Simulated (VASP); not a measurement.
A run of VASP 6.6.1 is set up as follows.

File INCAR:

```
SYSTEM = Se
PREC     = Accurate       ! precision mode
ENCUT    = 520            ! plane-wave cutoff, eV
EDIFF    = 1E-6           ! SCF threshold, eV
ISMEAR   = 0              ! smearing method
SIGMA    = 0.05           ! smearing width, eV
LREAL    = .False.        ! projectors in reciprocal space
LASPH    = .True.         ! aspherical terms in the spheres
NELM     = 80             ! most SCF steps
ALGO     = Normal         ! electronic algorithm
ISIF     = 2              ! what is computed and relaxed
LWAVE    = .False.        ! write WAVECAR
LCHARG   = .False.        ! write CHGCAR
GGA      = PE             ! functional
NBANDS   = 9              ! bands
```

KPOINTS

```
Automatic mesh
0
Gamma
  10 10 10
  0 0 0
```

File POSCAR:

```
Se
1.0
    2.0189912065      1.1656651166      1.6070234927
   -2.0189912065      1.1656651166      1.6070234927
    0.0000000000     -2.3313302331      1.6070234927
Se
1
Direct
    0.0000000000      0.0000000000      0.0000000000
```

Potentials or basis: VASP PAW PBE potentials, release 64 (Se).

The run is started by

```bash
$ cat potpaw_PBE.64/Se/POTCAR > POTCAR
$ mpirun -np 1 vasp_std > vasp.out
```

Q: Predict the pressure.

A: 0.1 GPa.

Q: Estimate the band gap on the k mesh.

A: None (metal or under the smearing width).
